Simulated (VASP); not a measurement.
# Cu3Au (Pm-3m) in VASP: notebook

One crystal, Cu3Au, is run at these levels: LDA, PBE, PBEsol; tasks: band structure.

Everything below comes from runs of VASP 6.6.1. Logs are shortened: lines on timing, memory, paths and dates and some standing lists are left out, and cuts for length are marked.

### 1 The structure

Symmetry: Pm-3m, No. 221, cubic system. Conventional cell: a = 3.675 Å, b = 3.675 Å, c = 3.675 Å, α = 90.00°, β = 90.00°, γ = 90.00°. Cu (site symmetry 4/mmm) is surrounded by 8 Cu at 2.60 Å and 4 Au at 2.60 Å. Au (site symmetry m-3m) is surrounded by 12 Cu at 2.60 Å.

### 2 Band structure, LDA

Input file INCAR:

```
PREC     = Accurate       # precision mode
ENCUT    = 520            # plane-wave cutoff, eV
EDIFF    = 1E-6           # SCF threshold, eV
ISMEAR   = 1              # smearing method
SIGMA    = 0.1            # smearing width, eV
LREAL    = F              # projectors in reciprocal space
LASPH    = T              # aspherical terms in the spheres
NELM     = 80             # most SCF steps
ALGO     = Normal         # electronic algorithm
ISIF     = 2              # what is computed and relaxed
LWAVE    = F              # write WAVECAR
LCHARG   = F              # write CHGCAR
LMAXMIX  = 4              # l up to which the mixer works
NBANDS   = 30             # bands
ICORELEVEL= 1
```

Input file KPOINTS:

```
regular mesh
0
Gamma
  10 10 10
```

Input file POSCAR:

```
Cu3Au                                   
1.0
    3.6751449821      0.0000000000      0.0000000000
    0.0000000000      3.6751449821      0.0000000000
    0.0000000000      0.0000000000      3.6751449821
  Cu              Au            
     3     1
Direct
     0.0000000000000000    0.5000000000000000    0.5000000000000000
     0.5000000000000000    0.0000000000000000    0.5000000000000000
     0.5000000000000000    0.5000000000000000    0.0000000000000000
     0.0000000000000000    0.0000000000000000    0.0000000000000000
```

Input file KPOINTS_OPT:

```
explicit points
64
Reciprocal
 0.0000000000  0.0000000000  0.0000000000 1
 0.0000000000  0.0555555556  0.0000000000 1
 0.0000000000  0.1111111111  0.0000000000 1
 0.0000000000  0.1666666667  0.0000000000 1
 0.0000000000  0.2222222222  0.0000000000 1
 0.0000000000  0.2777777778  0.0000000000 1
 0.0000000000  0.3333333333  0.0000000000 1
 0.0000000000  0.3888888889  0.0000000000 1
 0.0000000000  0.4444444444  0.0000000000 1
 0.0000000000  0.5000000000  0.0000000000 1
 0.0000000000  0.5000000000  0.0000000000 1
 0.0555555556  0.5000000000  0.0000000000 1
 0.1111111111  0.5000000000  0.0000000000 1
 0.1666666667  0.5000000000  0.0000000000 1
 0.2222222222  0.5000000000  0.0000000000 1
 0.2777777778  0.5000000000  0.0000000000 1
 0.3333333333  0.5000000000  0.0000000000 1
 0.3888888889  0.5000000000  0.0000000000 1
 0.4444444444  0.5000000000  0.0000000000 1
 0.5000000000  0.5000000000  0.0000000000 1
 0.5000000000  0.5000000000  0.0000000000 1
 0.4444444444  0.4444444444  0.0000000000 1
 0.3888888889  0.3888888889  0.0000000000 1
 0.3333333333  0.3333333333  0.0000000000 1
 0.2777777778  0.2777777778  0.0000000000 1
 0.2222222222  0.2222222222  0.0000000000 1
 0.1666666667  0.1666666667  0.0000000000 1
 0.1111111111  0.1111111111  0.0000000000 1
 0.0555555556  0.0555555556  0.0000000000 1
 0.0000000000  0.0000000000  0.0000000000 1
 0.0000000000  0.0000000000  0.0000000000 1
 0.0555555556  0.0555555556  0.0555555556 1
 0.1111111111  0.1111111111  0.1111111111 1
 0.1666666667  0.1666666667  0.1666666667 1
 0.2222222222  0.2222222222  0.2222222222 1
 0.2777777778  0.2777777778  0.2777777778 1
 0.3333333333  0.3333333333  0.3333333333 1
 0.3888888889  0.3888888889  0.3888888889 1
 0.4444444444  0.4444444444  0.4444444444 1
 0.5000000000  0.5000000000  0.5000000000 1
 0.5000000000  0.5000000000  0.5000000000 1
 0.4444444444  0.5000000000  0.4444444444 1
 0.3888888889  0.5000000000  0.3888888889 1
 0.3333333333  0.5000000000  0.3333333333 1
 0.2777777778  0.5000000000  0.2777777778 1
 0.2222222222  0.5000000000  0.2222222222 1
 0.1666666667  0.5000000000  0.1666666667 1
 0.1111111111  0.5000000000  0.1111111111 1
 0.0555555556  0.5000000000  0.0555555556 1
 0.0000000000  0.5000000000  0.0000000000 1
 0.5000000000  0.5000000000  0.0000000000 1
 0.5000000000  0.5000000000  0.0555555556 1
 0.5000000000  0.5000000000  0.1111111111 1
 0.5000000000  0.5000000000  0.1666666667 1
 0.5000000000  0.5000000000  0.2222222222 1
 0.5000000000  0.5000000000  0.2777777778 1
 0.5000000000  0.5000000000  0.3333333333 1
 0.5000000000  0.5000000000  0.3888888889 1
 0.5000000000  0.5000000000  0.4444444444 1
 0.5000000000  0.5000000000  0.5000000000 1
 0.0000000000  0.0000000000  0.0000000000 1
 0.5000000000  0.5000000000  0.0000000000 1
 0.5000000000  0.5000000000  0.5000000000 1
 0.0000000000  0.5000000000  0.0000000000 1
```

Potentials or basis: VASP PAW LDA potentials, release 64 (Cu, Au).

On the command line:

```bash
$ cat potpaw_LDA.64/Cu/POTCAR potpaw_LDA.64/Au/POTCAR > POTCAR
$ mpirun -np 1 vasp_std > vasp.out
```

OUTCAR:

```text
PREC = Accurate
   ENCUT = 520
   EDIFF = 1E-6
   ISMEAR = 1
   LREAL = F
   LASPH = T
   NELM = 80
   ISIF = 2

 ion  position               nearest neighbor table
   1  0.000  0.500  0.500-   2 2.60   3 2.60   4 2.60   3 2.60   4 2.60   2 2.60   4 2.60   4 2.60
                             2 2.60   3 2.60   3 2.60   2 2.60
   2  0.500  0.000  0.500-   1 2.60   3 2.60   4 2.60   3 2.60   4 2.60   1 2.60   3 2.60   3 2.60
                             1 2.60   4 2.60   4 2.60   1 2.60
   3  0.500  0.500  0.000-   1 2.60   2 2.60   4 2.60   1 2.60   2 2.60   2 2.60   4 2.60   2 2.60
                             1 2.60   4 2.60   1 2.60   4 2.60
   4  0.000  0.000  0.000-   1 2.60   2 2.60   3 2.60   1 2.60   2 2.60   1 2.60   3 2.60   1 2.60
                             2 2.60   3 2.60   2 2.60   3 2.60

  LATTYP: Found a simple cubic cell.
 ALAT       =     3.6751449821

  Lattice vectors:

 A1 = (   3.6751449821,   0.0000000000,   0.0000000000)
 A2 = (   0.0000000000,   3.6751449821,   0.0000000000)
 A3 = (   0.0000000000,   0.0000000000,   3.6751449821)

Analysis of symmetry for initial positions (statically):
=====================================================================
 Subroutine PRICEL returns:
 Original cell was already a primitive cell.

 Routine SETGRP: Setting up the symmetry group for a
 simple cubic supercell.

 Subroutine GETGRP returns: Found 48 space group operations
 (whereof 48 operations were pure point group operations)
 out of a pool of 48 trial point group operations.

The static configuration has the point symmetry O_h .

Analysis of symmetry for dynamics (positions and initial velocities):
=====================================================================
 Subroutine PRICEL returns:
 Original cell was already a primitive cell.

 Routine SETGRP: Setting up the symmetry group for a
 simple cubic supercell.

 Subroutine GETGRP returns: Found 48 space group operations
 (whereof 48 operations were pure point group operations)
 out of a pool of 48 trial point group operations.

The dynamic configuration has the point symmetry O_h .

 Subroutine INISYM returns: Found 48 space group operations
 (whereof 48 operations are pure point group operations),
 and found     1 'primitive' translations

----------------------------------------------------------------------------------------

                                     Primitive cell

  volume of cell :      49.6390

  direct lattice vectors                    reciprocal lattice vectors
     3.675144982  0.000000000  0.000000000     0.272098109  0.000000000  0.000000000
     0.000000000  3.675144982  0.000000000     0.000000000  0.272098109  0.000000000
     0.000000000  0.000000000  3.675144982     0.000000000  0.000000000  0.272098109

  length of vectors
     3.675144982  3.675144982  3.675144982     0.272098109  0.272098109  0.272098109

  position of ions in fractional coordinates (direct lattice)
     0.000000000  0.500000000  0.500000000
     0.500000000  0.000000000  0.500000000
     0.500000000  0.500000000  0.000000000
     0.000000000  0.000000000  0.000000000

  ion indices of the primitive-cell ions
   primitive index   ion index
                 1           1
                 2           2
                 3           3
                 4           4

----------------------------------------------------------------------------------------

 KPOINTS: regular mesh

Automatic generation of k-mesh.
 Grid dimensions read from file:
 generate k-points for:   10   10   10

 Generating k-lattice:

  Cartesian coordinates                     Fractional coordinates (reciprocal lattice)
     0.027209811  0.000000000  0.000000000     0.100000000  0.000000000  0.000000000
     0.000000000  0.027209811  0.000000000     0.000000000  0.100000000  0.000000000
     0.000000000  0.000000000  0.027209811     0.000000000  0.000000000  0.100000000

  Length of vectors
     0.027209811  0.027209811  0.027209811

  Shift w.r.t. Gamma in fractional coordinates (k-lattice)
[... 46 lines left out ...]
  Thomas-Fermi vector in A             =   2.674009
   LORBIT       =      0    0 simple, 1 ext, 2 COOP (PROOUT), +10 PAW based schemes
   GGA     = CA    functional components
   LHFCALC =     F    Hartree Fock is set to
   AEXX    =    0.0000 exact exchange contribution
   IVDW    =     0    specifies the selected vdW correction
   LEPSILON=     F    determine dielectric tensor
   LRPA    =     F    only Hartree local field effects (RPA)
 non-spin polarized calculation
 Methfessel and Paxton  Order N= 1 SIGMA  =   0.10
  energy-cutoff  :      520.00
  volume of cell :       49.64
 maximum number of plane-waves:      1357
 NGX is ok and might be reduce to    28
   NGX = 13   NGY = 13   NGZ = 13

 number of electron      44.0000091 magnetization

 Free energy of the ion-electron system (eV)
  ---------------------------------------------------
  ext. energy  EPLUGINS =         0.00000000
  ---------------------------------------------------
  free energy    TOTEN  =       -18.74026795 eV

  energy without entropy =      -18.73810418  energy(sigma->0) =      -18.73954669

 the core state eigenenergies are
   1-  1s  -8796.0052  2s  -1047.4699  2p   -904.6191  3s   -102.6206  3p    -60.6354

   2-  1s  -8796.0052  2s  -1047.4699  2p   -904.6191  3s   -102.6206  3p    -60.6354

   3-  1s  -8796.0052  2s  -1047.4699  2p   -904.6191  3s   -102.6206  3p    -60.6354

   4-  1s -80165.5080  2s -14149.3860  2p -12249.3447  3s  -3333.2541  3p  -2781.1466
       3d  -2189.8017  4s   -714.2820  4p   -532.8497  4d   -314.5501  4f    -71.1452
       5s    -97.1089  5p    -48.6612

 E-fermi :   8.8602     XC(G=0): -13.3833

 val. band max:        8.8489592875   @ k =   0.4000   0.4000   0.3000
 cond. band min:       8.8819318270   @ k =   0.4000   0.4000   0.0000
 fundamental gap:      0.0329725394
 Fermi energy:         8.8602165115

 k-point     1 :       0.0000    0.0000    0.0000
  band No.  band energies     occupation
      1      -1.2827      2.00000
      2       2.0238      2.00000
      3       2.0238      2.00000
      4       2.9057      2.00000
      5       2.9057      2.00000
      6       2.9057      2.00000
[... 22 lines left out ...]
     29      20.0846      0.00000
     30      20.0846      0.00000
[... 229 lines left out ...]
     29      19.5619      0.00000
     30      19.8675      0.00000

 k-point     9 :       0.3000    0.1000    0.0000
  band No.  band energies     occupation
      1      -0.0889      2.00000
      2       2.4282      2.00000
      3       2.4872      2.00000
      4       3.1230      2.00000
      5       3.1951      2.00000
      6       3.2159      2.00000
[... 8 lines left out ...]
     15       6.6019      2.00000
     16       6.6870      2.00000

------------------------ aborting loop because EDIFF is reached ----------------------------------------

  FORCE on cell =-STRESS in cart. coord.  units (eV):
  Direction    XX          YY          ZZ          XY          YZ          ZX
  --------------------------------------------------------------------------------------
  -------------------------------------------------------------------------------------
  Total       -0.0453053     -0.0453053     -0.0453053     -0.0000000     -0.0000000      0.0000000
  in kB       -1.4622979     -1.4622979     -1.4622979     -0.0000000     -0.0000000      0.0000000
  external PRESSURE =      -1.4622979 kB  Pullay stress =       0.0000000 kB

 VOLUME and BASIS-vectors are now :
 -----------------------------------------------------------------------------
  energy-cutoff  :      520.00
  volume of cell :       49.64
      direct lattice vectors                 reciprocal lattice vectors
     3.675144982  0.000000000  0.000000000     0.272098109  0.000000000  0.000000000
     0.000000000  3.675144982  0.000000000     0.000000000  0.272098109  0.000000000
     0.000000000  0.000000000  3.675144982     0.000000000  0.000000000  0.272098109

 POSITION                                       TOTAL-FORCE (eV/Angst)
 -----------------------------------------------------------------------------------
      0.00000      1.83757      1.83757         0.000000      0.000000      0.000000
      1.83757      0.00000      1.83757         0.000000      0.000000      0.000000
      1.83757      1.83757      0.00000         0.000000      0.000000      0.000000
      0.00000      0.00000      0.00000         0.000000      0.000000      0.000000
 -----------------------------------------------------------------------------------
    total drift:                                0.000000      0.000000      0.000000

  FREE ENERGIE OF THE ION-ELECTRON SYSTEM (eV)
  ---------------------------------------------------
  free  energy   TOTEN  =       -18.7402679467 eV

  energy  without entropy=      -18.7381041779  energy(sigma->0) =      -18.73954669
```

It took 48 s on 1 thread of Intel Xeon 6975P-C (Granite Rapids), shared host; peak memory 0.23 GiB.

What came out:

| Quantity | Value |
| --- | --- |
| Free energy | -18.7403 eV |
| Pressure | -0.1 GPa |
| Band gap along the path | none (metal or under the smearing width) |

Levels at the corners of the path, in eV from the Fermi level:
```csv
point,band 20,band 21,band 22,band 23,band 24,band 25
Γ,-1.41,-1.41,1.19,1.19,1.19,6.41
X,-2.05,-1.61,-1.42,5.99,5.99,6.83
X,-2.05,-1.61,-1.42,5.99,5.99,6.83
M,-2.29,-0.53,-0.53,-0.37,0.45,8.85
M,-2.29,-0.53,-0.53,-0.37,0.45,8.85
Γ,-1.41,-1.41,1.19,1.19,1.19,6.41
Γ,-1.41,-1.41,1.19,1.19,1.19,6.41
R,-1.66,-1.25,-1.21,-1.21,-1.21,2.74
R,-1.66,-1.25,-1.21,-1.21,-1.21,2.74
X,-2.05,-1.61,-1.42,5.99,5.99,6.83
M,-2.29,-0.53,-0.53,-0.37,0.45,8.85
R,-1.66,-1.25,-1.21,-1.21,-1.21,2.74
```

Core levels (eV, on the scale of the bands):
| atom | levels |
| --- | --- |
| 1 Cu | 1s -8796.0, 2s -1047.5, 2p -904.6, 3s -102.6, 3p -60.6 |
| 2 Cu | 1s -8796.0, 2s -1047.5, 2p -904.6, 3s -102.6, 3p -60.6 |
| 3 Cu | 1s -8796.0, 2s -1047.5, 2p -904.6, 3s -102.6, 3p -60.6 |
| 4 Au | 1s -80165.5, 2s -14149.4, 2p -12249.3, 3s -3333.3, 3p -2781.1, 3d -2189.8, 4s -714.3, 4p -532.8, 4d -314.6, 4f -71.1, 5s -97.1, 5p -48.7 |

Caveat: spin-orbit coupling is left out, which moves the levels of the heavy elements.

(Part 1 of 2 ends here.)
